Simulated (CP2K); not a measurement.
# SiO2 (I4_122) in CP2K: reference runs, part 2 of 2

CP2K 2026.2. The steps go on from the part before.

### Step 3. Single point, PBE (atoms moved at random, drawn with an rms of 0.05 Å)

sio2_scf.inp reads:

```
&GLOBAL
  PROJECT sio2_scf
  RUN_TYPE ENERGY_FORCE
  PRINT_LEVEL LOW
&END GLOBAL
&FORCE_EVAL
  METHOD QS
  STRESS_TENSOR ANALYTICAL
  &DFT
    BASIS_SET_FILE_NAME BASIS_MOLOPT_UZH
    POTENTIAL_FILE_NAME POTENTIAL_UZH
    &MGRID
      CUTOFF 600
      REL_CUTOFF 60
      NGRIDS 5
    &END MGRID
    &QS
      METHOD GPW
      EPS_DEFAULT 1.0E-10
    &END QS
    &KPOINTS
      SCHEME MONKHORST-PACK 7 7 7
      GAMMA_CENTERED T
      SYMMETRY T
      SYMMETRY_BACKEND SPGLIB
    &END KPOINTS
    &SCF
      SCF_GUESS ATOMIC
      EPS_SCF 1.0E-6
      MAX_SCF 100
      ADDED_MOS 30
      CHOLESKY OFF
      EPS_EIGVAL 1.0E-7
      &DIAGONALIZATION ON
        ALGORITHM STANDARD
      &END DIAGONALIZATION
      &MIXING ON
        METHOD BROYDEN_MIXING
        ALPHA 0.4
        BETA 1.5
        NBUFFER 8
      &END MIXING
      &SMEAR ON
        METHOD FERMI_DIRAC
        ELECTRONIC_TEMPERATURE [K] 580.226
      &END SMEAR
    &END SCF
    &XC
      &XC_FUNCTIONAL
        &GGA_X_PBE
        &END GGA_X_PBE
        &GGA_C_PBE
        &END GGA_C_PBE
      &END XC_FUNCTIONAL
    &END XC
    &PRINT
      &KPOINTS ON
      &END KPOINTS
      &MULLIKEN ON
      &END MULLIKEN
      &MO ON
        ENERGIES T
        OCCUPATION_NUMBERS T
        &EACH
          QS_SCF 0
        &END EACH
        ADD_LAST NUMERIC
      &END MO
      &LOWDIN ON
      &END LOWDIN
      &HIRSHFELD ON
        SHAPE_FUNCTION DENSITY
      &END HIRSHFELD
    &END PRINT
  &END DFT
  &SUBSYS
    &CELL
      ABC 6.9386819614 6.9386819614 6.9386819614
      ALPHA_BETA_GAMMA 131.7163511771 131.7163511773 70.6773899738
      PERIODIC XYZ
    &END CELL
    &COORD
      SCALED
      Si  0.8756440000 0.2658230000 0.8910370000
      Si  0.0122370000 0.6296080000 0.8871300000
      Si  0.7279220000 0.1302250000 0.1128340000
      Si  0.3712330000 0.9832930000 0.1110040000
      O   0.6305200000 0.1356930000 0.4940100000
      O   0.4704820000 0.9704210000 0.9424970000
      O   0.0295750000 0.5400400000 0.0692750000
      O   0.1129670000 0.1105890000 -0.0070410000
      O   0.8851380000 0.8908830000 0.0117560000
      O   0.8714390000 0.3680030000 0.5125550000
      O   0.2789870000 0.7128470000 -0.0065920000
      O   0.7067650000 0.2775810000 -0.0132420000
    &END COORD
    &KIND Si
      BASIS_SET TZVP-MOLOPT-PBE-GTH-q4
      POTENTIAL GTH-PBE-q4
    &END KIND
    &KIND O
      BASIS_SET TZVP-MOLOPT-PBE-GTH-q6
      POTENTIAL GTH-PBE-q6
    &END KIND
    &PRINT
      &ATOMIC_COORDINATES ON
      &END ATOMIC_COORDINATES
      &CELL ON
      &END CELL
      &SYMMETRY ON
      &END SYMMETRY
    &END PRINT
  &END SUBSYS
  &PRINT
    &FORCES ON
    &END FORCES
    &STRESS_TENSOR ON
    &END STRESS_TENSOR
  &END PRINT
&END FORCE_EVAL
```

Potentials or basis: POTENTIAL_UZH Si GTH-PBE-q4, O GTH-PBE-q6; TZVP-MOLOPT-PBE-GTH basis.

Launch:

```
OMP_NUM_THREADS=1 mpirun -n 2 cp2k.psmp -i sio2_scf.inp -o sio2_scf.out
```

sio2_scf.out:

```text

 CP2K| version string:                                       CP2K version 2026.2
 CP2K| Input file name                                              sio2_scf.inp

 GLOBAL| Force Environment number                                              1
 GLOBAL| Basis set file name                                    BASIS_MOLOPT_UZH
 GLOBAL| Potential file name                                       POTENTIAL_UZH
 GLOBAL| MM Potential file name                                     MM_POTENTIAL
 GLOBAL| Coordinate file name                                      __STD_INPUT__
 GLOBAL| Method name                                                        CP2K
 GLOBAL| Project name                                                   sio2_scf
 GLOBAL| Run type                                                   ENERGY_FORCE
 GLOBAL| FFT library                                                       FFTW3
 GLOBAL| Diagonalization library                                       ScaLAPACK
 GLOBAL| Cholesky decomposition library                                ScaLAPACK
 GLOBAL| DGEMM library                                                      BLAS
[... 1239 lines left out ...]
 FORCES|      5 -1.45466336E-03 -9.73753131E-03  2.54912655E-02   2.73265472E-02
 FORCES|      6 -1.81390989E-02 -1.97591700E-03 -9.47974446E-03   2.05620211E-02
 FORCES|      7 -1.18776332E-03 -9.18400282E-03 -6.80739545E-03   1.14933599E-02
 FORCES|      8 -7.00050910E-03  9.12152907E-03 -2.02085146E-03   1.16744705E-02
 FORCES|      9  4.99469828E-03  2.94965001E-03 -2.15314597E-03   6.18736483E-03
 FORCES|     10  6.51102782E-03  1.30886158E-03 -4.06968501E-02   4.12351817E-02
 FORCES|     11  9.25685919E-03  2.59001748E-03  5.54320226E-03   1.10961581E-02
 FORCES|     12 -3.54993133E-03 -6.76609950E-03  9.53123967E-03   1.22158358E-02
 FORCES| Sum     7.14499219E-05  1.55752058E-04 -8.58681388E-05
 FORCES| Total atomic force                                       1.91669331E-04

 STRESS| Analytical stress tensor [bar]
 STRESS|                        x                   y                   z
 STRESS|      x        1.71027672155E+03   3.67042621289E+03   1.27315200814E+04
 STRESS|      y        3.67042621289E+03  -1.96848974298E+04   6.75078316517E+03
 STRESS|      z        1.27315200814E+04   6.75078316517E+03  -8.27329602405E+02
 STRESS| 1/3 Trace                                            -6.26731677023E+03
 STRESS| Determinant                                           3.78274283798E+12

 STRESS| Eigenvectors and eigenvalues of the analytical stress tensor [bar]
 STRESS|                        1                   2                   3
 STRESS| Eigenvalues  -2.18623157450E+04  -1.17124444873E+04   1.47728099216E+04
 STRESS|      x           0.024810470690     -0.701675678333      0.712064381204
 STRESS|      y           0.947406677191      0.243841082488      0.207273043365
 STRESS|      z          -0.319069002817      0.669472007575      0.670822034905
```

It took 3.2 min on 2 MPI ranks of Arm Neoverse V1, shared host.

What came out:

| Quantity | Value |
| --- | --- |
| Free energy | -3934.2580 eV |
| Pressure | -0.6 GPa |
| Largest force | 2.120 eV/Å |
| Band gap on the k mesh | 5.34 eV, direct |
| Mulliken charges | Si +1.05, +1.00, +1.04, +1.01; O -0.47, -0.55, -0.60, -0.44, -0.48, -0.43, -0.59 e |
| Hirshfeld charges | Si +0.58, +0.57; O -0.29, -0.30, -0.28 e |

Forces on the atoms (eV/Å):
```
Si   0.110  0.554 -0.620
Si  -1.595 -0.175  1.262
Si   1.358 -0.229  0.560
Si   0.675  0.459 -0.148
O   -0.075 -0.501  1.311
O   -0.933 -0.102 -0.487
O   -0.061 -0.472 -0.350
O   -0.360  0.469 -0.104
O    0.257  0.152 -0.111
O    0.335  0.067 -2.093
O    0.476  0.133  0.285
O   -0.183 -0.348  0.490
```

Caveat: Mulliken charges move with the basis; an odd mesh through Γ misses points on the zone boundary, where band edges often lie; the basis of atomic orbitals isn't converged, which shifts pressures, moduli and gaps.
